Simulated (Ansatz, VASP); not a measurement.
**Mg: VASP beside Ansatz**

INCAR

```
SYSTEM = Mg
ALGO = Normal
EDIFF = 1E-6
ENCUT = 520
GGA = PS
ISIF = 2
ISMEAR = -1
LASPH = .TRUE.
LCHARG = .FALSE.
LREAL = .FALSE.
LWAVE = .FALSE.
NBANDS = 9
NELM = 80
PREC = Accurate
SIGMA = 0.05
```

File KPOINTS:

```
k-points
0
G
  10 10 5
  0 0 0
```

The input POSCAR:

```
Mg
1.0
    3.1877604248      0.0000000000      0.0000000000
   -1.5938802124      2.7606815091      0.0000000000
    0.0000000000      0.0000000000      5.1753304900
Mg
2
Direct
    0.6666666667      0.3333333333      0.7500000000
    0.3333333333      0.6666666667      0.2500000000
```

File input.yaml:

```yaml
crystal:
  lattice:
    - [3.1877604248, 0.0, 0.0]
    - [-1.5938802124, 2.7606815091, 0.0]
    - [0.0, 0.0, 5.17533049]
  atoms:
    - { symbol: Mg, position: [0.6666666667, 0.3333333333, 0.75] }
    - { symbol: Mg, position: [0.3333333333, 0.6666666667, 0.25] }
hamiltonian:
  xc: pbesol
  pseudopotentials: { kind: paw }
kpoints:
  mp_grid: { grid: [10, 10, 5] }
scf:
  occupations: { method: fermi_dirac, width: 0.05 }
output:
  forces: true
  stress: true
  eigenvalues: true
```

Alike in both runs: task single point; functional PBEsol; k mesh 10 × 10 × 5; occupations fermi-dirac, width 0.05 eV; no spin polarisation.

|  | VASP | Ansatz |
| --- | --- | --- |
| version | VASP 6.6.1 | Ansatz 0.2.0 |
| potentials or method | VASP PAW PBE potentials, release 64 (Mg) | Ansatz PAW |
| plane-wave cutoff (eV) | 520 | 420 |
| valence electrons in the cell | 4 | 20 |

Ansatz gave:

```
gap on the k mesh at the Fermi level (eV)       : none
pressure (GPa)                                  : -0.4
largest component of the traceless stress (GPa) : 0.75
```

Problem. Estimate VASP's values.

Solution. gap on the k mesh at the Fermi level (eV): none; pressure (GPa): -0.4; largest component of the traceless stress (GPa): 0.74.

A gap of «none» marks a metal or a gap that the smearing closes. The two sets of potentials don't hold the same shells in valence.

Caveats: the PAW data sets were made with another functional, which shifts forces and pressure a little (VASP); the PAW data sets come from PBE, with cores solved anew for the run's functional, which leaves a small shift of forces and pressure (Ansatz).
